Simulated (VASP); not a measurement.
# Ca (Immm) in VASP: reference runs, part 2 of 2

VASP 6.6.1.

## Step 3: Single point, PBE (cell strained at random at fixed volume)

Contents of INCAR:

```
PREC = Accurate ; ENCUT = 520
EDIFF = 1E-7 ; ISMEAR = -1
SIGMA = 0.05 ; LREAL = F
LASPH = T ; NELM = 60
ALGO = Normal ; ISIF = 2
LWAVE = F ; LCHARG = F
GGA = PE ; NBANDS = 11
```

Contents of KPOINTS:

```
regular mesh
0
Gamma
  9 9 9
```

Contents of POSCAR:

```
Ca
1.0
   -2.0939700000      2.1278440000      2.4131570000
    2.1709280000     -2.1263730000      2.4778720000
    2.0333720000      2.0659260000     -2.4118930000
Ca
1
Direct
    0.5037870000      0.5121010000      0.0037970000
```

Potentials or basis: VASP PAW PBE potentials, release 64 (Ca_sv).

Command:

```bash
cat potpaw_PBE.64/Ca_sv/POTCAR > POTCAR
mpirun -np 1 vasp_std > vasp.out
```

OUTCAR:

```text
PREC = Accurate
   ENCUT = 520
   EDIFF = 1E-7
   ISMEAR = -1
   LREAL = F
   LASPH = T
   NELM = 60
   ISIF = 2
   GGA = PE

 ion  position               nearest neighbor table
   1  0.504  0.512  0.004-

  LATTYP: Found a triclinic cell.
 ALAT       =     7.9613928256
 B/A-ratio  =     0.6144194539
 C/A-ratio  =     0.5268183678
 COS(alpha) =     0.0003747122
 COS(beta)  =     0.2561450185
 COS(gamma) =     0.9300239891

  Lattice vectors:

 A1 = (  -2.1872880000,  -2.0688680000,  -7.3701650000)
 A2 = (  -0.0769580000,  -0.0014710000,  -4.8910290000)
 A3 = (   0.0605980000,  -4.1937700000,  -0.0012640000)

Analysis of symmetry for initial positions (statically):
=====================================================================
 Subroutine PRICEL returns:
 Original cell was already a primitive cell.

 Routine SETGRP: Setting up the symmetry group for a
 triclinic supercell.

 Subroutine GETGRP returns: Found  2 space group operations
 (whereof  1 operations were pure point group operations)
 out of a pool of  2 trial point group operations.

The static configuration has the point symmetry C_1 .
 The point group associated with its full space group is S_2 .

Analysis of symmetry for dynamics (positions and initial velocities):
=====================================================================
 Subroutine PRICEL returns:
 Original cell was already a primitive cell.

 Routine SETGRP: Setting up the symmetry group for a
 triclinic supercell.

 Subroutine GETGRP returns: Found  2 space group operations
 (whereof  1 operations were pure point group operations)
 out of a pool of  2 trial point group operations.

The dynamic configuration has the point symmetry C_1 .
 The point group associated with its full space group is S_2 .

 Subroutine INISYM returns: Found  2 space group operations
 (whereof  1 operations are pure point group operations),
 and found     1 'primitive' translations

----------------------------------------------------------------------------------------

                                     Primitive cell

  volume of cell :      43.0994

  direct lattice vectors                    reciprocal lattice vectors
    -2.093970000  2.127844000  2.413157000     0.000220049  0.238390517  0.204380795
     2.170928000 -2.126373000  2.477872000     0.234749031  0.003331504  0.200761288
     2.033372000  2.065926000 -2.411893000     0.241390917  0.241938089 -0.003870935

  length of vectors
     3.838718166  3.920999893  3.770925585     0.314008911  0.308906622  0.341787358

  position of ions in fractional coordinates (direct lattice)
     0.503787000  0.512101000  0.003797000

  ion indices of the primitive-cell ions
   primitive index   ion index
                 1           1

----------------------------------------------------------------------------------------

 KPOINTS: regular mesh

Automatic generation of k-mesh.
 Grid dimensions read from file:
 generate k-points for:    9    9    9

 Generating k-lattice:

  Cartesian coordinates                     Fractional coordinates (reciprocal lattice)
     0.000024450  0.026487835  0.022708977     0.111111111  0.000000000 -0.000000000
     0.026083226  0.000370167  0.022306810     0.000000000  0.111111111  0.000000000
     0.026821213  0.026882010 -0.000430104     0.000000000 -0.000000000  0.111111111

  Length of vectors
     0.034889879  0.034322958  0.037976373

  Shift w.r.t. Gamma in fractional coordinates (k-lattice)
     0.000000000  0.000000000  0.000000000

 Subroutine IBZKPT returns following result:
 ===========================================

 Found    365 irreducible k-points:

 Following reciprocal coordinates:
            Coordinates               Weight
  0.000000  0.000000  0.000000      1.000000
  0.111111  0.000000 -0.000000      2.000000
  0.222222  0.000000 -0.000000      2.000000
  0.333333 -0.000000  0.000000      2.000000
  0.444444  0.000000 -0.000000      2.000000
 -0.000000  0.111111 -0.000000      2.000000
[... 42 lines left out ...]
 -0.222222  0.000000  0.111111      2.000000
 -0.111111  0.000000  0.111111      2.000000
 [... further k-points ...]
   k-points           NKPTS =    365   k-points in BZ     NKDIM =    365   number of bands    NBANDS=     11
   number of dos      NEDOS =    301   number of ions     NIONS =      1
   total plane-waves  NPLWV =  25200
   dimension x,y,z NGX =    30 NGY =   30 NGZ =   28
   dimension x,y,z NGXF=    60 NGYF=   60 NGZF=   56
   ions per type =               1
   NGX,Y,Z   is equivalent  to a cutoff of  12.99, 12.72, 12.34 a.u.
   NGXF,Y,Z  is equivalent  to a cutoff of  25.98, 25.44, 24.69 a.u.
 SYSTEM =  unknown system
   PREC   = accura    normal or accurate (medium, high low for compatibility)
   ISTART =      0    job   : 0-new  1-cont  2-samecut
   ICHARG =      2    charge: 1-file 2-atom 10-const
   ISPIN  =      1    spin polarized calculation?
   LNONCOLLINEAR =      F non collinear calculations
   LSORBIT =      F    spin-orbit coupling
   LASPH  =      T    aspherical Exc in radial PAW
   ENCUT  =  520.0 eV  38.22 Ry    6.18 a.u.   7.14  7.29  7.01*2*pi/ulx,y,z
   NELM   =     60;   NELMIN=  2; NELMDL= -5     # of ELM steps
   EDIFF  = 0.1E-06   stopping-criterion for ELM
   LREAL  =      F    real-space projection
   EDIFFG = 0.1E-05   stopping-criterion for IOM
   NSW    =      0    number of steps for IOM
   IBRION =     -1    ionic relax: 0-MD 1-quasi-New 2-CG
   NFREE  =      0    steps in history (QN), initial steepest desc. (CG)
   ISIF   =      2    stress and relaxation
   ISYM   =      2    0-nonsym 1-usesym 2-fastsym
   POTIM  = 0.5000    time-step for ionic-motion
   TEBEG  =    0.0;   TEEND  =   0.0 temperature during run
   PSTRESS=    0.0 pullay stress
   NELECT =      10.0000    total number of electrons
   NUPDOWN=      -1.0000    fix difference up-down
   EMIN   =  10.00;   EMAX   =-10.00  energy-range for DOS
   EFERMI =   0.00;   METHOD = LEGACY
   ISMEAR =    -1;   SIGMA  =   0.05  broadening in eV -4-tet -1-fermi 0-gaus
   EFERMI_NEDOS =   21; number of points for ismear=-14 and -15
   IALGO  =     38    algorithm
   IMIX   =      4    mixing-type and parameters
     AMIX     =   0.40;   BMIX     =  1.00
     AMIX_MAG =   1.60;   BMIX_MAG =  1.00
  volume/ion in A,a.u.               =      43.10       290.85
  Fermi-wavevector in a.u.,A,eV,Ry     =   1.005969  1.901005 13.768732  1.011973
  Thomas-Fermi vector in A             =   2.138682
   LORBIT       =      0    0 simple, 1 ext, 2 COOP (PROOUT), +10 PAW based schemes
   GGA     = PE    functional components
   LHFCALC =     F    Hartree Fock is set to
   AEXX    =    0.0000 exact exchange contribution
   IVDW    =     0    specifies the selected vdW correction
   LEPSILON=     F    determine dielectric tensor
   LRPA    =     F    only Hartree local field effects (RPA)
 non-spin polarized calculation
  energy-cutoff  :      520.00
  volume of cell :       43.10
 maximum number of plane-waves:      1175
 NGX is ok and might be reduce to    30
   NGX = 15   NGY = 15   NGZ = 15

 number of electron      10.0000000 magnetization

 Free energy of the ion-electron system (eV)
  ---------------------------------------------------
  ext. energy  EPLUGINS =         0.00000000
  ---------------------------------------------------
  free energy    TOTEN  =        -1.91873076 eV

  energy without entropy =       -1.90601303  energy(sigma->0) =       -1.91237189

 E-fermi :   1.9096     XC(G=0):  -7.6697

 val. band max:        1.9078998814   @ k =  -0.4444   0.3333   0.4444
 cond. band min:       1.9114278699   @ k =   0.2222   0.3333   0.3333
 fundamental gap:      0.0035279886
 Fermi energy:         1.9096434126

 k-point     1 :       0.0000    0.0000    0.0000
  band No.  band energies     occupation
      1     -40.1903      2.00000
      2     -21.1133      2.00000
      3     -21.1115      2.00000
      4     -21.1005      2.00000
      5      -2.1067      2.00000
      6       3.9679      0.00000
      7       4.1211      0.00000
      8       4.6484      0.00000
      9       4.7839      0.00000
     10       5.4849      0.00000
     11      11.2093      0.00000
[... 533 lines left out ...]
 k-point    40 :      -0.2222    0.4444    0.0000
  band No.  band energies     occupation
      1     -40.1792      2.00000
      2     -21.1991      2.00000
      3     -21.1515      2.00000
      4     -21.1243      2.00000
      5       0.2606      2.00000
      6       2.6541      0.00000
      7       3.1883      0.00000
      8       5.0050      0.00000
      9       5.6927      0.00000
     10       5.8026      0.00000
     11       7.5268      0.00000

 [... further k-points ...]
[... 5 lines left out ...]
  --------------------------------------------------------------------------------------
  -------------------------------------------------------------------------------------
  Total       -0.1374849     -0.1186470     -0.0455731      0.0756559     -0.0139877     -0.1136111
  in kB       -5.1108681     -4.4105875     -1.6941346      2.8124333     -0.5199810     -4.2233820
  external PRESSURE =      -3.7385301 kB  Pullay stress =       0.0000000 kB

 VOLUME and BASIS-vectors are now :
 -----------------------------------------------------------------------------
  energy-cutoff  :      520.00
  volume of cell :       43.10
      direct lattice vectors                 reciprocal lattice vectors
    -2.093970000  2.127844000  2.413157000     0.000220049  0.238390517  0.204380795
     2.170928000 -2.126373000  2.477872000     0.234749031  0.003331504  0.200761288
     2.033372000  2.065926000 -2.411893000     0.241390917  0.241938089 -0.003870935

 POSITION                                       TOTAL-FORCE (eV/Angst)
 -----------------------------------------------------------------------------------
      0.06454     -0.00909      2.47548         0.000000      0.000000     -0.000000
 -----------------------------------------------------------------------------------
    total drift:                                0.000002      0.000002      0.000006

  FREE ENERGIE OF THE ION-ELECTRON SYSTEM (eV)
  ---------------------------------------------------
  free  energy   TOTEN  =        -1.9187307567 eV

  energy  without entropy=       -1.9060130321  energy(sigma->0) =       -1.91237189
```

OSZICAR:

```text
N       E                     dE             d eps       ncg     rms          rms(c)
DAV:   1     0.710993362193E+02    0.71099E+02   -0.52906E+03  8030   0.803E+02
DAV:   2     0.148603695682E+01   -0.69613E+02   -0.68975E+02  8759   0.221E+02
DAV:   3    -0.177977931939E+01   -0.32658E+01   -0.32350E+01 14547   0.396E+01
DAV:   4    -0.192557673325E+01   -0.14580E+00   -0.14543E+00 10070   0.494E+00
DAV:   5    -0.192704477824E+01   -0.14680E-02   -0.14678E-02 11373   0.577E-01    0.222E+00
DAV:   6    -0.192040712047E+01    0.66377E-02   -0.11156E-02  9915   0.114E+00    0.136E+00
DAV:   7    -0.191914674027E+01    0.12604E-02   -0.17438E-02  9112   0.152E+00    0.102E-01
DAV:   8    -0.191871323764E+01    0.43350E-03   -0.19301E-03  9461   0.422E-01    0.206E-02
DAV:   9    -0.191872947128E+01   -0.16234E-04   -0.94518E-05 10369   0.793E-02    0.541E-03
DAV:  10    -0.191873136410E+01   -0.18928E-05   -0.72007E-06 12098   0.215E-02    0.836E-04
DAV:  11    -0.191873075905E+01    0.60504E-06   -0.24971E-07 11564   0.377E-03    0.394E-04
DAV:  12    -0.191873075674E+01    0.23085E-08   -0.98808E-09  5548   0.945E-04
   1 F= -.19187308E+01 E0= -.19123719E+01  d E =-.127177E-01
```

Run time: 3.2 min. Hardware: 1 thread of AMD EPYC 7R43 (Zen 3), shared host; peak memory 0.26 GiB.

What came out:

```
Free energy            : -1.9187 eV
Pressure               : -0.4 GPa
Band gap on the k mesh : none (metal or under the smearing width)
```

Stress tensor (GPa, compression positive):
```
-0.51  0.28 -0.42
 0.28 -0.44 -0.05
-0.42 -0.05 -0.17
```

Levels at points of the mesh, in eV from the Fermi level:
```csv
k point,band 2,band 3,band 4,band 5,band 6,band 7,band 8,band 9
"(0.00, 0.00, 0.00)",-23.02,-23.02,-23.01,-4.02,2.06,2.21,2.74,2.87
```

## Step 4: Equation of state, PBE, 40.51 Å³/atom (volume scaled by 0.94)

Contents of INCAR:

```
SYSTEM = Ca
  PREC = Accurate
  ENCUT = 520
  EDIFF = 1E-7
  ISMEAR = -1
  SIGMA = 0.05
  LREAL = .False.
  LASPH = .True.
  NELM = 100
  ALGO = Normal
  ISIF = 2
  LWAVE = .False.
  LCHARG = .False.
  GGA = PE
  NBANDS = 11
```

Contents of KPOINTS:

```
Automatic mesh
0
Gamma
  9 9 9
  0 0 0
```

Contents of POSCAR:

```
Ca
1.0
   -2.0536899929      2.0588272853      2.3954333007
    2.0536899929     -2.0588272853      2.3954333007
    2.0536899929      2.0588272853     -2.3954333007
Ca
1
Direct
    0.5000000000      0.5000000000      0.0000000000
```

Command:

```bash
cat potpaw_PBE.64/Ca_sv/POTCAR > POTCAR
mpirun -np 1 vasp_std > vasp.out
```

Wall time 69 s (1 thread of AMD EPYC 7R43 (Zen 3), shared host); peak memory 0.15 GiB.

The run converged. Its results:

* Free energy: -1.9188 eV
* Pressure: 0.7 GPa
* Band gap on the k mesh: none (metal or under the smearing width)

## Step 5: Equation of state, PBE, 41.38 Å³/atom (volume scaled by 0.96)

Contents of INCAR:

```
SYSTEM = Ca
ALGO = Normal ; EDIFF = 1E-7
ENCUT = 520 ; GGA = PE
ISIF = 2 ; ISMEAR = -1
LASPH = .TRUE. ; LCHARG = .FALSE.
LREAL = .FALSE. ; LWAVE = .FALSE.
NBANDS = 11 ; NELM = 80
PREC = Accurate ; SIGMA = 0.05
```

Contents of KPOINTS:

```
k-points
0
G
  9 9 9
  0 0 0
```

Contents of POSCAR:

```
Ca
1.0
   -2.0681530750      2.0733265467      2.4123031051
    2.0681530750     -2.0733265467      2.4123031051
    2.0681530750      2.0733265467     -2.4123031051
Ca
1
Direct
    0.5000000000      0.5000000000      0.0000000000
```

Command:

```bash
cat potpaw_PBE.64/Ca_sv/POTCAR > POTCAR
mpirun -np 1 vasp_std > vasp.out
```

It took 56 s on 1 thread of AMD EPYC 7R43 (Zen 3), shared host; peak memory 0.16 GiB.

It converged, with:

```
Free energy            : -1.9217 eV
Pressure               : 0.3 GPa
Band gap on the k mesh : none (metal or under the smearing width)
```

## Step 6: Equation of state, PBE, 42.24 Å³/atom (volume scaled by 0.98)

Contents of INCAR:

```
SYSTEM = Ca
PREC     = Accurate       ! precision mode
ENCUT    = 520            ! plane-wave cutoff, eV
EDIFF    = 1E-7           ! SCF threshold, eV
ISMEAR   = -1             ! smearing method
SIGMA    = 0.05           ! smearing width, eV
LREAL    = .FALSE.        ! projectors in reciprocal space
LASPH    = .TRUE.         ! aspherical terms in the spheres
NELM     = 100            ! most SCF steps
ALGO     = Normal         ! electronic algorithm
ISIF     = 2              ! what is computed and relaxed
LWAVE    = .FALSE.        ! write WAVECAR
LCHARG   = .FALSE.        ! write CHGCAR
GGA      = PE             ! functional
NBANDS   = 11             ! bands
```

Contents of KPOINTS:

```
regular mesh
0
G
  9 9 9
  0 0 0
```

Contents of POSCAR:

```
Ca
1.0
   -2.0824166504      2.0876258024      2.4289402040
    2.0824166504     -2.0876258024      2.4289402040
    2.0824166504      2.0876258024     -2.4289402040
Ca
1
Direct
    0.5000000000      0.5000000000      0.0000000000
```

Potentials or basis: VASP PAW PBE potentials, release 64 (Ca_sv).

Command:

```bash
cat potpaw_PBE.64/Ca_sv/POTCAR > POTCAR
mpirun -np 1 vasp_std > vasp.out
```

Run time: 73 s. Hardware: 1 thread of AMD EPYC 7R43 (Zen 3), shared host; peak memory 0.15 GiB.

The run converged. Its results:

```yaml
Free_energy: -1.9226 eV
Pressure: 0.0 GPa
Band_gap_on_the_k_mesh: none (metal or under the smearing width)
```

## Step 7: Equation of state, PBE, 43.96 Å³/atom (volume scaled by 1.02)

INCAR: that of step 6 with these lines changed.

```diff
@@ -8,3 +8,3 @@
 LASPH    = .TRUE.         ! aspherical terms in the spheres
-NELM     = 100            ! most SCF steps
+NELM     = 60             ! most SCF steps
 ALGO     = Normal         ! electronic algorithm
```

KPOINTS is that of step 6.

Contents of POSCAR:

```
Ca
1.0
   -2.1103718875      2.1156509694      2.4615473191
    2.1103718875     -2.1156509694      2.4615473191
    2.1103718875      2.1156509694     -2.4615473191
Ca
1
Direct
    0.5000000000      0.5000000000      0.0000000000
```

Command:

```bash
cat potpaw_PBE.64/Ca_sv/POTCAR > POTCAR
mpirun -np 1 vasp_std > vasp.out
```

It took 87 s on 1 thread of AMD EPYC 7R43 (Zen 3), shared host; peak memory 0.17 GiB.

The run converged. Its results:

* Free energy: -1.9188 eV
* Pressure: -0.7 GPa
* Band gap on the k mesh: none (metal or under the smearing width)

## Step 8: Equation of state, PBE, 44.82 Å³/atom (volume scaled by 1.04)

Contents of INCAR:

```
PREC = Accurate
ENCUT = 520
EDIFF = 1E-7
ISMEAR = -1
SIGMA = 0.05
LREAL = False
LASPH = True
NELM = 100
ALGO = Normal
ISIF = 2
LWAVE = False
LCHARG = False
GGA = PE
NBANDS = 11
```

Contents of KPOINTS:

```
regular mesh
0
Gamma
  9 9 9
```

Contents of POSCAR:

```
Ca
1.0
   -2.1240759851      2.1293893476      2.4775318405
    2.1240759851     -2.1293893476      2.4775318405
    2.1240759851      2.1293893476     -2.4775318405
Ca
1
Direct
    0.5000000000      0.5000000000      0.0000000000
```

Command:

```bash
cat potpaw_PBE.64/Ca_sv/POTCAR > POTCAR
mpirun -np 1 vasp_std > vasp.out
```

Run time: 79 s. Hardware: 1 thread of AMD EPYC 7R43 (Zen 3), shared host; peak memory 0.16 GiB.

The run converged. Its results:

```
Free energy            : -1.9146 eV
Pressure               : -1.0 GPa
Band gap on the k mesh : none (metal or under the smearing width)
```

## Step 9: Equation of state, PBE, 45.69 Å³/atom (volume scaled by 1.06)

Contents of INCAR:

```
SYSTEM = Ca
PREC = Accurate ; ENCUT = 520
EDIFF = 1E-7 ; ISMEAR = -1
SIGMA = 0.05 ; LREAL = .FALSE.
LASPH = .TRUE. ; NELM = 100
ALGO = Normal ; ISIF = 2
LWAVE = .FALSE. ; LCHARG = .FALSE.
GGA = PE ; NBANDS = 11
```

Contents of KPOINTS:

```
Automatic mesh
0
G
  9 9 9
  0 0 0
```

Contents of POSCAR:

```
Ca
1.0
   -2.1376054963      2.1429527028      2.4933127236
    2.1376054963     -2.1429527028      2.4933127236
    2.1376054963      2.1429527028     -2.4933127236
Ca
1
Direct
    0.5000000000      0.5000000000      0.0000000000
```

Potentials or basis: VASP PAW PBE potentials, release 64 (Ca_sv).

Command:

```bash
cat potpaw_PBE.64/Ca_sv/POTCAR > POTCAR
mpirun -np 1 vasp_std > vasp.out
```

Run time: 88 s. Hardware: 1 thread of AMD EPYC 7R43 (Zen 3), shared host; peak memory 0.17 GiB.

Results (log left out):

| Quantity | Value |
| --- | --- |
| Free energy | -1.9088 eV |
| Pressure | -1.2 GPa |
| Band gap on the k mesh | none (metal or under the smearing width) |

## Step 10: Equation of state, PBE

Potentials or basis: VASP PAW PBE potentials, release 64 (Ca_sv).

No new run: the results of the series are fitted here.

What came out:

```yaml
Equilibrium_volume: 42.20 Å³/atom
Bulk_modulus_at_fixed_shape_and_positions: 17.2 GPa
Pressure_derivative_of_the_bulk_modulus: 3.4
```

Energy against volume, from the lowest point:
```
volume (Å³/atom)  energy (meV/atom)
          40.513               3.81
          41.375               0.88
          42.237               0.00
          43.099               1.00
          43.961               3.72
          44.823               8.02
          45.685              13.74
```

Caveat: the cell was scaled at fixed shape and fractional positions, which overstates the stiffness of a crystal with free parameters, most of all of layers and chains.

## Step 11: The runs side by side

```tsv
task	cell	gap on the mesh (eV)	pressure (GPa)
single point	as given	none	-0.4
single point	cell strained at random at fixed volume	none	-0.4
equation of state	as given	-	-
```

Alike in all rows: level PBE; potentials or basis VASP PAW PBE potentials, release 64 (Ca_sv); no spin polarisation; k mesh 9 × 9 × 9; cutoff (eV) 520; smearing fermi-dirac 0.05 eV.

Caveats: the cell was scaled at fixed shape and fractional positions, which overstates the stiffness of a crystal with free parameters, most of all of layers and chains (some runs).

Total energies depend on the potentials used, so only differences within one code and one set of settings carry meaning.
